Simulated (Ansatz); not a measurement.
The reference is ZnTe in the zinc blende structure (space group F-43m, No. 216; a = 6.066 Å).

Modification: an isotropic linear strain of −2.62 %; the atoms relax in the strained cell.

The values are results of plane-wave PAW DFT at the PBEsol level (Ansatz, a program for electronic structure, 420 eV), scalar-relativistic without spin-orbit coupling, earlier PAW set, not measurements.

Base, band edges from the VBM (valence, conduction): X -2.25, 2.19; W -2.71, 4.56; L -0.93, 1.73; Γ 0.00, 1.23; K -1.87, 2.56; U -1.87, 2.56 eV.

Q: Give the band edges at the high-symmetry points of the new zone, measured from its valence-band maximum.

A: 
```
point  valence edge (eV)  conduction edge (eV)
-----  -----------------  --------------------
Γ                   0.00                  1.62
X                  -2.56                  2.02
U                  -2.14                  2.44
K                  -2.14                  2.44
L                  -1.06                  1.83
W                  -3.11                  4.74
```

The gap is 1.62 eV, direct at Γ.

With Te present, leaving out spin-orbit coupling can change the band edges. Stability against distortions was not tested.
